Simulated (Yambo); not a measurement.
Input of a Yambo 5.3.0 run:

hf1.in

```
rim_cut
HF_and_locXC
RandQpts= 1000000
RandGvec= 50 RL
EXXRLvcs= 88 Ry
VXCRLvcs= 88 Ry
% QPkrange
 1 | 1 | 5 | 7 |
 21 | 21 | 5 | 7 |
%
```

scf.in

```
&CONTROL
  calculation = 'scf'
  prefix = 'pwscf'
  outdir = './tmp'
  pseudo_dir = './pseudo'
/
&SYSTEM
  ibrav = 0
  nat = 2
  ntyp = 2
  ecutwfc = 88
  nbnd = 10
  occupations = 'smearing'
  smearing = 'fd'
  degauss = 0.00367493
  force_symmorphic = .true.
/
&ELECTRONS
  conv_thr = 4d-10
  electron_maxstep = 120
  mixing_beta = 0.5
/
ATOMIC_SPECIES
S     32.0600 S.upf
Be     9.0122 Be.upf
CELL_PARAMETERS angstrom
   0.0000000000    2.4250000000    2.4250000000
   2.4250000000    0.0000000000    2.4250000000
   2.4250000000    2.4250000000    0.0000000000
ATOMIC_POSITIONS crystal
S      0.7500000000    0.7500000000    0.7500000000
Be     0.0000000000    0.0000000000    0.0000000000
K_POINTS automatic
10 10 10 0 0 0
```

nscf.in

```
&CONTROL
  calculation = 'nscf'
  prefix = 'pwscf'
  outdir = './tmp'
  pseudo_dir = './pseudo'
/
&SYSTEM
  ibrav = 0
  nat = 2
  ntyp = 2
  ecutwfc = 88
  nbnd = 205
  occupations = 'fixed'
  force_symmorphic = .true.
/
&ELECTRONS
  conv_thr = 1d-08
  diago_full_acc = .true.
  diago_thr_init = 1d-06
/
ATOMIC_SPECIES
S     32.0600 S.upf
Be     9.0122 Be.upf
CELL_PARAMETERS angstrom
   0.0000000000    2.4250000000    2.4250000000
   2.4250000000    0.0000000000    2.4250000000
   2.4250000000    2.4250000000    0.0000000000
ATOMIC_POSITIONS crystal
S      0.7500000000    0.7500000000    0.7500000000
Be     0.0000000000    0.0000000000    0.0000000000
K_POINTS automatic
8 8 8 0 0 0
```

Potentials or basis: PseudoDojo 0.4.1 SR PBE standard.

Command:

```sh
$ OMP_NUM_THREADS=1 pw.x -in scf.in > scf.out
$ OMP_NUM_THREADS=1 pw.x -in nscf.in > nscf.out
$ cd tmp/pwscf.save; p2y; mv SAVE ../..; cd ../..
$ OMP_NUM_THREADS=1 yambo
$ mkdir -p hf1; ln -s $PWD/g0w00/ndb.RIM hf1/
$ OMP_NUM_THREADS=1 yambo -F hf1.in -J hf1 -C hf1_out
```

Problem. What does it give for the quasiparticle gap?

Solution. 10.01 eV.

Problem. What does it give for the least direct quasiparticle gap?

Solution. 13.61 eV.

Problem. Estimate the band gap of the same states before the correction.

Solution. 3.11 eV.

Problem. What does it give for the quasiparticle gap at Γ?

Solution. 13.61 eV.

Quasiparticle terms (eV):
| k point | band | Kohn-Sham level | Vxc | Σx | Σc | Z | result |
| --- | --- | --- | --- | --- | --- | --- | --- |
| (0.000, 0.000, 0.000) | 5 | 0.00 | -13.71 | -16.59 | - | - | -2.88 |
| (0.000, 0.000, 0.000) | 6 | 5.66 | -10.96 | -5.89 | - | - | 10.73 |
| (0.000, 0.000, 0.000) | 7 | 5.66 | -10.96 | -5.89 | - | - | 10.73 |
| (0.000, -0.500, -0.500) | 5 | -2.64 | -12.55 | -16.42 | - | - | -6.51 |
| (0.000, -0.500, -0.500) | 6 | 3.11 | -9.22 | -5.20 | - | - | 7.13 |
| (0.000, -0.500, -0.500) | 7 | 4.92 | -10.39 | -5.83 | - | - | 9.48 |

A k mesh can miss the band edges.
